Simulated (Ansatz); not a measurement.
# SnSe (rocksalt type): Wannier functions and tight-binding models, part 2 of 3

Where do the localised orbitals of SnSe (rocksalt type) sit, how far are they spread, and how do the settings change that? Plan: PBE, anion s p, 6×6×6; PBE, anion s p, 4×4×4; PBE, anion p, 6×6×6; PBE, all s p, disentangled, 6×6×6; PBE, cation s and anion p, disentangled, 6×6×6; r2SCAN, anion s p, 6×6×6; r2SCAN, all s p, disentangled, 6×6×6; HSE06, anion s p, 6×6×6; HSE06, all s p, disentangled, 6×6×6 (level, trial orbitals, Wannier mesh).

Ansatz 0.2.0; plane waves, PAW; no spin-orbit coupling unless a run is so named. The steps go on from the part before.

### 5 PBE, all s p, disentangled, 6×6×6

input.yaml

```yaml
crystal:
  lattice:
    - [0.0, 3.0021131538, 3.0021131538]
    - [3.0021131538, 0.0, 3.0021131538]
    - [3.0021131538, 3.0021131538, 0.0]
  atoms:
    - { symbol: Sn, position: [0.0, 0.0, 0.0] }
    - { symbol: Se, position: [0.5, 0.5, 0.5] }
kpoints:
  mp_grid: { grid: [6, 6, 6] }
  band_path:
    path:
      - [[0.0, 0.0, 0.0], [0.5, 2.545892728844e-35, 0.5], [0.625, 0.25, 0.625]]
      - [[0.375, 0.375, 0.75], [0.0, 0.0, 0.0], [0.5, 0.5, 0.5], [0.5, 0.25, 0.75], [0.5, 2.545892728844e-35, 0.5]]
    npoints: 10
hamiltonian:
  xc: pbe
scf:
  occupations: { method: fermi_dirac, width: 0.02 }
  n_extra_bands: 8
output:
  forces: false
  stress: false
  eigenvalues: true
  wannier:
    kmesh: [6, 6, 6]
    projections:
      - { species: Se, l: s, shell: 4 }
      - { species: Se, l: p, shell: 4 }
      - { species: Sn, l: s, shell: 5 }
      - { species: Sn, l: p, shell: 5 }
    minimise: true
    write_hr: true
    conv_tol: 1.0e-08
    max_iter: 3000
    disentanglement: { window: [-16.82, 25.79], frozen_window: [1.18, 11.29] }
```

Launch:

```
> ansatz run input.yaml --threads 4 --pin off --max-ram 3686MiB --backend cpu --events-out ev --progress --plain --runs-dir out
```

The log of the run:

```text
Warning: RAYON_NUM_THREADS=4 ignored (pool sized by the plan → 4); use --threads N
scf.n_extra_bands = 8 over 15 filled bands (N_el = 30.0): the run solves 23 bands
Engine: ansatz 0.2.0, aarch64-unknown-linux-gnu
Pseudopotentials: kind: paw
Pseudopotential: Sn, paw, valence charge 14, recommended cutoff 420 eV (normal), Sn.paw.azcp
Pseudopotential: Se, paw, valence charge 16, recommended cutoff 420 eV (normal), Se.paw.azcp
Functional definition: PBE
  parameter kappa = 0.804
  parameter beta = 0.06672455060314922
  exchange = pbe_x(kappa = kappa, mu = beta*pi^2/3)
  correlation = pbe_c(beta = beta)
Crystal: 2 atoms, lattice volume = 54.114 Å³
Basis set: ecut = 420 eV, 1067 PW (Γ)
Bands: 23, of which v1, the nominal top of the filled ones, is band 15 counted from 1 (14 counted from 0)
Symmetry: 48 space group operations
Space group: Fm-3m (ITA 225), of the structure as read, at distance tolerance 3.8e-5 Å
k-points: 16 of 216
Non-local potential: Sn, projectors of the file, l = 0: 2, l = 1: 2, l = 2: 2, l = 3: 2
Non-local potential: Se, projectors of the file, l = 0: 2, l = 1: 2, l = 2: 3, l = 3: 1
PAW form: soft (Blöchl's): semilocal exchange-correlation on the pseudo side does not see the compensation charge
PAW one-centre angular grid: Sn, 590 points (default); XC on 64 Gauss nodes
PAW one-centre angular grid: Se, 590 points (default); XC on 64 Gauss nodes
Initial density: superposition of atomic densities (neutral atoms: chi_scale 0, normalization atom), corrected by the library's trained network
Initial wavefunctions: pseudopotential atomic-orbital guess
Functional: x = pbe(κ = 0.804, μ = 0.2195149727645171), c = pbe(β = 0.06672455060314922)
SCF iter   1: F=—  HF=-11494.176732 eV  |F-HF|=—  |Δ(HF+E_count)|=         —  Δρ=7.12e-4  dr2=3.28e-4  ethr=1.77e-3  ⟨swp⟩=6.4  Hψ=1853  notcnv=0  defer=1
preconditioner: auto → none  [insulator: Δε(μ)=0.617 eV  Ē_g=20.704 eV  σ=0.020 eV  W_gap=1.00  n_scr=14 (ndim 8)  ℏωp=22.6 eV  f_vac=0.015  D(μ)=0.00/eV (n_scr^D=0)  ε∞_Penn≈2.2]
SCF iter   2: F=—  HF=-11494.175834 eV  |F-HF|=—  |Δ(HF+E_count)|=   8.97e-4  Δρ=3.20e-4  dr2=6.23e-5  ethr=1.09e-6  ⟨swp⟩=2.6  Hψ=809  notcnv=0  defer=46
SCF iter   3: F=—  HF=-11494.175835 eV  |F-HF|=—  |Δ(HF+E_count)|=   1.04e-6  Δρ=1.63e-4  dr2=8.94e-6  ethr=2.08e-7  ⟨swp⟩=2.0  Hψ=474  notcnv=0  defer=46
SCF iter   4: F=—  HF=-11494.175850 eV  |F-HF|=—  |Δ(HF+E_count)|=   1.45e-5  Δρ=5.72e-5  dr2=7.98e-7  ethr=2.98e-8  ⟨swp⟩=2.9  Hψ=559  notcnv=0  defer=46
SCF iter   5: F=—  HF=-11494.175851 eV  |F-HF|=—  |Δ(HF+E_count)|=   1.64e-6  Δρ=2.19e-5  dr2=2.87e-7  ethr=2.66e-9  ⟨swp⟩=2.0  Hψ=559  notcnv=0  defer=46
SCF iter   6: F=-11494.175851 eV  HF=-11494.175851 eV  |F-HF|=1.70e-9  |Δ(HF+E_count)|=   1.70e-7  Δρ=4.67e-6  dr2=1.04e-8  ethr=3.33e-10  ⟨swp⟩=4.6  Hψ=1325  notcnv=0
SCF 1 converged in 6 iterations: F = -11494.175851 eV  dr2 = 1.04e-8
NSCF: frozen V_eff on 62 k-points
NSCF: frozen V_eff on 19 k-points
the Wannier pass solved 19 of the 216 points of its mesh, and has the states at the others by symmetry: states obtained by the crystal's operations at points that were solved too leave a residual of 2.17e-13 eV (read by the count's bands and the next), within 4.17e-6 eV
NSCF: frozen V_eff on 19 k-points
the Wannier pass solved 19 of the 216 points of its mesh, and has the states at the others by symmetry: states obtained by the crystal's operations at points that were solved too leave a residual of 2.86e-13 eV (read by the count's bands and the next), within 4.17e-6 eV
NSCF: frozen V_eff on 19 k-points
the Wannier pass solved 19 of the 216 points of its mesh, and has the states at the others by symmetry: states obtained by the crystal's operations at points that were solved too leave a residual of 4.76e-13 eV (read by the count's bands and the next), within 4.17e-6 eV
SCF converged after 6 iterations
Free energy (F): -11494.175851 eV
Harris-Foulkes:  -11494.175851 eV  (|F-HF|=1.70e-9)
Internal energy: -11494.175851 eV  (E = F + TS)
E sigma→0 (E₀):  -11494.175851 eV
Fermi energy:    9.485073 eV
--- Per-component energies (eV) ---
  E_band       = -473.919710
  E_kinetic    = 303.218670
  E_local      = -3310.440436  (includes V_loc(G=0)·N_el)
  E_nonlocal   = -628.467296
  E_hartree    = 1743.693156
  E_xc         = -487.599443
  E_vxc        = -194.863822  (∫ρ·V_xc dr)
  E_paw        = -6044.148715  (= ΣΔE_a)
  E_vpaw       = -130.749162  (= ΣTr[D̂ρ^β])
  E_aug_tail   = -0.000613  (compensation charges beyond the density's cutoff)
  E_ewald      = -3070.431176
  E_smearing   = -0.000000  (= −TS)
  E_closure    = -0.000000  (closes the sum)
  Σ components = -11494.175851   (vs F -11494.175851, Δ=0.00e0)
--- Band table (eV; the first three rows and the last of 16) ---
  k-point 0: bands = ["-38.5305", "-38.5305", "-38.5288", "-38.5288", "-38.5288", "-12.4220", "-12.4220", "-12.4220", "-12.4202", "-12.4202", "-4.7447", "4.1432", "6.9674", "6.9674", "6.9674", "13.5378", "13.5378", "13.5378", "15.0510", "15.0510", "15.0510", "17.3638", "17.3638"]
  k-point 1: bands = ["-38.5305", "-38.5305", "-38.5288", "-38.5288", "-38.5288", "-12.4227", "-12.4227", "-12.4213", "-12.4182", "-12.4182", "-4.5521", "3.1912", "7.0035", "7.0035", "7.7027", "12.2078", "12.4027", "12.4027", "15.0695", "15.6841", "15.6841", "19.0525", "19.0525"]
  k-point 2: bands = ["-38.5305", "-38.5305", "-38.5288", "-38.5288", "-38.5288", "-12.4269", "-12.4269", "-12.4201", "-12.4117", "-12.4117", "-4.0910", "1.7648", "7.1208", "7.1208", "8.6288", "10.6293", "11.0068", "11.0068", "15.9539", "17.3277", "17.3277", "21.0920", "22.1404"]
  k-point 15: bands = ["-38.5305", "-38.5305", "-38.5288", "-38.5287", "-38.5287", "-12.4433", "-12.4227", "-12.4171", "-12.4103", "-12.4039", "-3.4964", "2.4318", "4.0250", "4.9153", "7.4148", "11.8401", "13.1922", "14.6015", "15.3365", "18.0515", "20.4041", "21.9921", "22.4249"]
Wannier search: line search 1 of at most 3000: gauge-dependent spread (as the search counts it) 5.1660912 Å², largest recent change 1.1e0 Å² and fall left 2.2e-3 Å² against conv_tol 1.0e-8 Å², 0 stops escaped
```

Wall time 5.3 s (4 threads of Arm Neoverse V1, shared host); peak memory 0.47 GiB.

The windows are typed on the program's own energy scale, on which the last band filled by count tops at 9.32 eV.

The head of wannier.spreads.toml:

```toml
omega_i_ang2 = 10.980299145969184
omega_d_ang2 = 0.0005160449822184036
omega_od_ang2 = 2.669997081484611
omega_total_ang2 = 13.650812272436013
least_projectability = 0.9548265000480562
b_vectors_match_mmn = true
n_iter = 47
converged = true
rejected_fitted_steps = 3
dis_converged = true
dis_n_iter = 88
dis_n_moved = 0
dis_level_miss = 0.013112707496995266
```

The functions (centres in Å, on-site energies from the top of the filled bands):

```tsv
n	x	y	z	spread (Å²)	on-site (eV)	nearest atoms	distance (Å)
1	3.294	3.294	2.710	1.308	-4.187	Se2	0.51
2	2.710	2.710	2.710	1.308	-4.187	Se2	0.51
3	2.710	3.294	3.294	1.308	-4.187	Se2	0.51
4	3.294	2.710	3.294	1.308	-4.187	Se2	0.51
5	-0.371	-0.371	-0.371	2.105	-0.672	Sn1	0.64
6	-0.371	0.371	0.371	2.105	-0.672	Sn1	0.64
7	0.371	-0.371	0.371	2.105	-0.672	Sn1	0.64
8	0.371	0.371	-0.371	2.105	-0.672	Sn1	0.64
```

The largest hoppings ⟨m, 0|H|n, R⟩, one of each Hermitian pair (signs follow the phases of the functions):

```tsv
m	n	R	distance (Å)	t (eV)
1	2	0 0 0	0.83	-2.777
1	3	0 0 0	0.83	2.777
1	4	0 0 0	0.83	-2.777
2	3	0 0 0	0.83	2.777
3	4	0 0 0	0.83	2.777
2	4	0 0 0	0.83	-2.777
6	7	0 0 0	1.05	-1.893
6	8	0 0 0	1.05	-1.893
7	8	0 0 0	1.05	-1.893
5	6	0 0 0	1.05	-1.893
5	7	0 0 0	1.05	-1.893
5	8	0 0 0	1.05	-1.893
1	7	1 0 1	2.43	-1.117
1	5	1 0 1	2.43	-1.117
```

Interpolated bands at the corners of the path, eV from the top of the filled bands:

```tsv
point	e1	e2	e3	e4	e5	e6	e7	e8
Γ	-13.98	-5.18	-2.36	-2.36	-2.36	4.21	4.21	4.21
X	-12.82	-6.14	-5.66	-3.81	-3.81	5.26	5.26	5.99
U	-12.83	-7.16	-5.25	-3.34	-2.63	3.38	3.62	5.55
K	-12.83	-7.16	-5.25	-3.34	-2.63	3.38	3.62	5.55
Γ	-13.98	-5.18	-2.36	-2.36	-2.36	4.21	4.21	4.21
L	-13.12	-8.22	-2.11	-2.11	-0.15	0.47	1.11	1.11
W	-12.80	-7.06	-4.90	-4.88	-0.95	1.37	5.35	5.36
X	-12.82	-6.14	-5.66	-3.81	-3.81	5.26	5.26	5.99
```

Along the path each interpolated band stays within 0.09, 0.01, 0.01, 0.01, 0.02, 0.12, 0.71, 0.72 eV of the nearest computed level, from the lowest band up; bands outside the frozen window needn't match, and between the mesh's points a coarse mesh lets the others stray too.

### 6 PBE, cation s and anion p, disentangled, 6×6×6

input.yaml: that of step 5 with these lines changed.

```diff
@@ -19,3 +19,3 @@
   occupations: { method: fermi_dirac, width: 0.02 }
-  n_extra_bands: 8
+  n_extra_bands: 6
 output:
@@ -26,7 +26,3 @@
     kmesh: [6, 6, 6]
-    projections:
-      - { species: Se, l: s, shell: 4 }
-      - { species: Se, l: p, shell: 4 }
-      - { species: Sn, l: s, shell: 5 }
-      - { species: Sn, l: p, shell: 5 }
+    projections: [{ species: Sn, l: s, shell: 5 }, { species: Se, l: p, shell: 4 }]
     minimise: true
@@ -35,2 +31,6 @@
     max_iter: 3000
-    disentanglement: { window: [-16.82, 25.79], frozen_window: [1.18, 11.29] }
+    disentanglement: { window: [-0.82, 21.79], frozen_window: [6.68, 9.99] }
+  write_density: true
+  write_potential: true
+  elf: true
+  volumetric_format: npy
```

Launch:

```
> ansatz run input.yaml --threads 4 --pin off --max-ram 3686MiB --backend cpu --events-out ev --progress --plain --runs-dir out
```

The log of the run:

```text
Warning: RAYON_NUM_THREADS=4 ignored (pool sized by the plan → 4); use --threads N
scf.n_extra_bands = 6 over 15 filled bands (N_el = 30.0): the run solves 21 bands
Engine: ansatz 0.2.0, aarch64-unknown-linux-gnu
Pseudopotentials: kind: paw
Pseudopotential: Sn, paw, valence charge 14, recommended cutoff 420 eV (normal), Sn.paw.azcp
Pseudopotential: Se, paw, valence charge 16, recommended cutoff 420 eV (normal), Se.paw.azcp
Functional definition: PBE
  parameter kappa = 0.804
  parameter beta = 0.06672455060314922
  exchange = pbe_x(kappa = kappa, mu = beta*pi^2/3)
  correlation = pbe_c(beta = beta)
Crystal: 2 atoms, lattice volume = 54.114 Å³
Basis set: ecut = 420 eV, 1067 PW (Γ)
Bands: 21, of which v1, the nominal top of the filled ones, is band 15 counted from 1 (14 counted from 0)
Symmetry: 48 space group operations
Space group: Fm-3m (ITA 225), of the structure as read, at distance tolerance 3.8e-5 Å
k-points: 16 of 216
Non-local potential: Sn, projectors of the file, l = 0: 2, l = 1: 2, l = 2: 2, l = 3: 2
Non-local potential: Se, projectors of the file, l = 0: 2, l = 1: 2, l = 2: 3, l = 3: 1
PAW form: soft (Blöchl's): semilocal exchange-correlation on the pseudo side does not see the compensation charge
PAW one-centre angular grid: Sn, 590 points (default); XC on 64 Gauss nodes
PAW one-centre angular grid: Se, 590 points (default); XC on 64 Gauss nodes
Initial density: superposition of atomic densities (neutral atoms: chi_scale 0, normalization atom), corrected by the library's trained network
Initial wavefunctions: pseudopotential atomic-orbital guess
Functional: x = pbe(κ = 0.804, μ = 0.2195149727645171), c = pbe(β = 0.06672455060314922)
SCF iter   1: F=—  HF=-11494.176762 eV  |F-HF|=—  |Δ(HF+E_count)|=         —  Δρ=7.27e-4  dr2=3.31e-4  ethr=1.77e-3  ⟨swp⟩=6.2  Hψ=1684  notcnv=0
preconditioner: auto → none  [insulator: Δε(μ)=0.617 eV  Ē_g=19.263 eV  σ=0.020 eV  W_gap=1.00  n_scr=14 (ndim 8)  ℏωp=22.6 eV  f_vac=0.015  D(μ)=0.00/eV (n_scr^D=0)  ε∞_Penn≈2.4]
SCF iter   2: F=—  HF=-11494.175831 eV  |F-HF|=—  |Δ(HF+E_count)|=   9.32e-4  Δρ=3.20e-4  dr2=6.16e-5  ethr=1.10e-6  ⟨swp⟩=2.6  Hψ=771  notcnv=0  defer=25
SCF iter   3: F=—  HF=-11494.175835 eV  |F-HF|=—  |Δ(HF+E_count)|=   4.74e-6  Δρ=1.58e-4  dr2=8.45e-6  ethr=2.05e-7  ⟨swp⟩=2.0  Hψ=466  notcnv=0  defer=25
SCF iter   4: F=—  HF=-11494.175849 eV  |F-HF|=—  |Δ(HF+E_count)|=   1.41e-5  Δρ=6.08e-5  dr2=9.04e-7  ethr=2.82e-8  ⟨swp⟩=3.0  Hψ=549  notcnv=0  defer=25
SCF iter   5: F=—  HF=-11494.175851 eV  |F-HF|=—  |Δ(HF+E_count)|=   1.92e-6  Δρ=2.41e-5  dr2=3.13e-7  ethr=3.01e-9  ⟨swp⟩=2.0  Hψ=549  notcnv=0  defer=25
SCF iter   6: F=-11494.175851 eV  HF=-11494.175851 eV  |F-HF|=9.79e-10  |Δ(HF+E_count)|=   1.99e-7  Δρ=4.78e-6  dr2=1.05e-8  ethr=3.33e-10  ⟨swp⟩=4.2  Hψ=1114  notcnv=0
SCF 1 converged in 6 iterations: F = -11494.175851 eV  dr2 = 1.05e-8
NSCF: frozen V_eff on 62 k-points
NSCF: frozen V_eff on 19 k-points
the Wannier pass solved 19 of the 216 points of its mesh, and has the states at the others by symmetry: states obtained by the crystal's operations at points that were solved too leave a residual of 2.75e-13 eV (read by the count's bands and the next), within 4.17e-6 eV
NSCF: frozen V_eff on 19 k-points
the Wannier pass solved 19 of the 216 points of its mesh, and has the states at the others by symmetry: states obtained by the crystal's operations at points that were solved too leave a residual of 3.30e-13 eV (read by the count's bands and the next), within 4.17e-6 eV
NSCF: frozen V_eff on 19 k-points
the Wannier pass solved 19 of the 216 points of its mesh, and has the states at the others by symmetry: states obtained by the crystal's operations at points that were solved too leave a residual of 3.65e-13 eV (read by the count's bands and the next), within 4.17e-6 eV
SCF converged after 6 iterations
Free energy (F): -11494.175851 eV
Harris-Foulkes:  -11494.175851 eV  (|F-HF|=9.79e-10)
Internal energy: -11494.175851 eV  (E = F + TS)
E sigma→0 (E₀):  -11494.175851 eV
Fermi energy:    9.485079 eV
--- Per-component energies (eV) ---
  E_band       = -473.919207
  E_kinetic    = 303.218629
  E_local      = -3310.440179  (includes V_loc(G=0)·N_el)
  E_nonlocal   = -628.467178
  E_hartree    = 1743.692932
  E_xc         = -487.599419
  E_vxc        = -194.863794  (∫ρ·V_xc dr)
  E_paw        = -6044.148849  (= ΣΔE_a)
  E_vpaw       = -130.749115  (= ΣTr[D̂ρ^β])
  E_aug_tail   = -0.000613  (compensation charges beyond the density's cutoff)
  E_ewald      = -3070.431176
  E_smearing   = -0.000000  (= −TS)
  E_closure    = -0.000000  (closes the sum)
  Σ components = -11494.175851   (vs F -11494.175851, Δ=0.00e0)
--- Band table (eV; the first three rows and the last of 16) ---
  k-point 0: bands = ["-38.5305", "-38.5305", "-38.5288", "-38.5288", "-38.5288", "-12.4220", "-12.4220", "-12.4220", "-12.4202", "-12.4202", "-4.7447", "4.1432", "6.9674", "6.9674", "6.9674", "13.5378", "13.5378", "13.5378", "15.0510", "15.0510", "15.0510"]
  k-point 1: bands = ["-38.5305", "-38.5305", "-38.5288", "-38.5288", "-38.5288", "-12.4227", "-12.4227", "-12.4213", "-12.4182", "-12.4182", "-4.5521", "3.1912", "7.0035", "7.0035", "7.7027", "12.2078", "12.4027", "12.4027", "15.0695", "15.6841", "15.6841"]
  k-point 2: bands = ["-38.5305", "-38.5305", "-38.5288", "-38.5287", "-38.5287", "-12.4269", "-12.4269", "-12.4201", "-12.4117", "-12.4117", "-4.0909", "1.7648", "7.1208", "7.1208", "8.6288", "10.6293", "11.0068", "11.0068", "15.9539", "17.3277", "17.3277"]
  k-point 15: bands = ["-38.5305", "-38.5304", "-38.5288", "-38.5287", "-38.5286", "-12.4433", "-12.4226", "-12.4171", "-12.4103", "-12.4039", "-3.4964", "2.4318", "4.0250", "4.9153", "7.4148", "11.8401", "13.1922", "14.6015", "15.3365", "18.0515", "20.4041"]
Wannier search: line search 1 of at most 3000: gauge-dependent spread (as the search counts it) 1.3207628 Å², largest recent change 2.2e0 Å² and fall left 3.2e-2 Å² against conv_tol 1.0e-8 Å², 0 stops escaped
WARN: <dir> by an estimate from the overlaps, the levels of the selected subspace lie 0.077 eV from the frozen bands on average, midway between mesh points. Up to 0.02 eV counts as a good interpolation. More projections, another frozen window or a finer output.wannier.kmesh can bring them closer
```

It took 4.1 s on 4 threads of Arm Neoverse V1, shared host; peak memory 0.42 GiB.

The windows are typed on the program's own energy scale, on which the last band filled by count tops at 9.32 eV.

The head of wannier.spreads.toml:

```toml
omega_i_ang2 = 17.250504743626806
omega_d_ang2 = 0.2647771689368953
omega_od_ang2 = 0.9884048106567656
omega_total_ang2 = 18.50368672322047
least_projectability = -3.162143398689754e-17
b_vectors_match_mmn = true
n_iter = 10
converged = true
rejected_fitted_steps = 0
dis_converged = true
dis_n_iter = 60
dis_n_moved = 1
dis_level_miss = 0.07722149545444304
```

The functions (centres in Å, on-site energies from the top of the filled bands):

```tsv
n	x	y	z	spread (Å²)	on-site (eV)	nearest atoms	distance (Å)
1	-1.501	-1.501	-1.501	4.938	0.751	8 atoms	2.60
2	3.002	3.002	3.002	4.522	-2.307	Se2	0.00
3	3.002	3.002	3.002	4.522	-2.307	Se2	0.00
4	3.002	3.002	3.002	4.522	-2.307	Se2	0.00
```

The largest hoppings ⟨m, 0|H|n, R⟩, one of each Hermitian pair (signs follow the phases of the functions):

```tsv
m	n	R	distance (Å)	t (eV)
4	1	1 1 0	2.60	0.561
4	1	0 1 1	2.60	0.561
3	1	1 1 0	2.60	0.561
2	1	0 1 1	2.60	0.561
3	1	0 1 1	2.60	-0.561
2	1	1 1 0	2.60	-0.561
2	1	1 0 1	2.60	0.561
3	1	1 0 1	2.60	0.561
```

Interpolated bands at the corners of the path, eV from the top of the filled bands:

```tsv
point	e1	e2	e3	e4
Γ	-3.02	-2.36	-2.36	-2.36
X	-5.33	-3.46	-3.46	4.39
U	-4.90	-3.23	-2.65	4.43
K	-4.90	-3.23	-2.65	4.43
Γ	-3.02	-2.36	-2.36	-2.36
L	-2.11	-2.11	-0.15	0.47
W	-4.74	-4.09	-1.04	4.47
X	-5.33	-3.46	-3.46	4.39
```

Along the path each interpolated band stays within 0.66, 0.80, 0.79, 1.90 eV of the nearest computed level, from the lowest band up; bands outside the frozen window needn't match, and between the mesh's points a coarse mesh lets the others stray too.

Misses of an eV or more mean that the model does not follow those bands.

The least projectability is 0.00: some state is hardly reached by the trial orbitals.

### 7 r2SCAN, anion s p, 6×6×6

input.yaml: that of step 6 with these lines changed.

```diff
@@ -16,3 +16,3 @@
 hamiltonian:
-  xc: pbe
+  xc: r2scan
 scf:
@@ -26,3 +26,3 @@
     kmesh: [6, 6, 6]
-    projections: [{ species: Sn, l: s, shell: 5 }, { species: Se, l: p, shell: 4 }]
+    projections: [{ species: Se, l: s, shell: 4 }, { species: Se, l: p, shell: 4 }]
     minimise: true
@@ -31,3 +31,2 @@
     max_iter: 3000
-    disentanglement: { window: [-0.82, 21.79], frozen_window: [6.68, 9.99] }
   write_density: true
```

Launch:

```
> ansatz run input.yaml --threads 4 --pin off --max-ram 3686MiB --backend cpu --events-out ev --progress --plain --runs-dir out
```

The log of the run, cut to the lines that bear on the results:

```text
Warning: RAYON_NUM_THREADS=4 ignored (pool sized by the plan → 4); use --threads N
scf.n_extra_bands = 6 over 15 filled bands (N_el = 30.0): the run solves 21 bands
[...]
Pseudopotentials: kind: paw
Pseudopotential: Sn, paw, valence charge 14, recommended cutoff 500 eV (meta_gga), Sn.paw.azcp
Pseudopotential: Se, paw, valence charge 16, recommended cutoff 500 eV (meta_gga), Se.paw.azcp
Functional definition: r2SCAN
[...]
Crystal: 2 atoms, lattice volume = 54.114 Å³
[...]
SCF converged after 6 iterations
Free energy (F): -11517.602490 eV
[...]
E sigma→0 (E₀):  -11517.602490 eV
Entropy (-TS):   -0.000000 eV (-0.000 meV/atom)
Fermi energy:    9.555696 eV
[...]
--- Band table (eV; the first three rows and the last of 16) ---
[... band rows left out ...]
[...]
Wannier search: line search 1 of at most 3000: gauge-dependent spread (as the search counts it) 2.4972618 Å², largest recent change 1.0e-1 Å² and fall left 2.1e-4 Å² against conv_tol 1.0e-8 Å², 0 stops escaped
```

Run time: 3.1 s. Hardware: 4 threads of Arm Neoverse V1, shared host; peak memory 0.47 GiB.

wannier.win names the bands that the functions span: 11, combinations of 12-15 (counted from 1; 15 are filled). Combinations are drawn from entangled bands, so such a model needn't follow any one band.

The head of wannier.spreads.toml:

```toml
omega_i_ang2 = 9.199258583344005
omega_d_ang2 = 0.0015673342703559296
omega_od_ang2 = 1.3827702665950297
omega_total_ang2 = 10.58359618420939
least_projectability = 0.6843069663089715
b_vectors_match_mmn = true
n_iter = 74
converged = true
rejected_fitted_steps = 0
```

The functions (centres in Å, on-site energies from the highest level of the last filled band):

```tsv
n	x	y	z	spread (Å²)	on-site (eV)	nearest atoms	distance (Å)
1	2.670	2.670	2.670	2.638	-6.909	Se2	0.58
2	2.893	2.893	3.549	2.649	-6.865	Se2	0.57
3	3.549	2.893	2.892	2.649	-6.865	Se2	0.57
4	2.893	3.549	2.892	2.649	-6.865	Se2	0.57
```

Along the path each interpolated band stays within 0.03, 2.03, 0.94, 1.65 eV of the nearest computed level, from the lowest band up.

Misses of an eV or more mean that the model does not follow those bands.

(Part 2 of 3 ends here.)
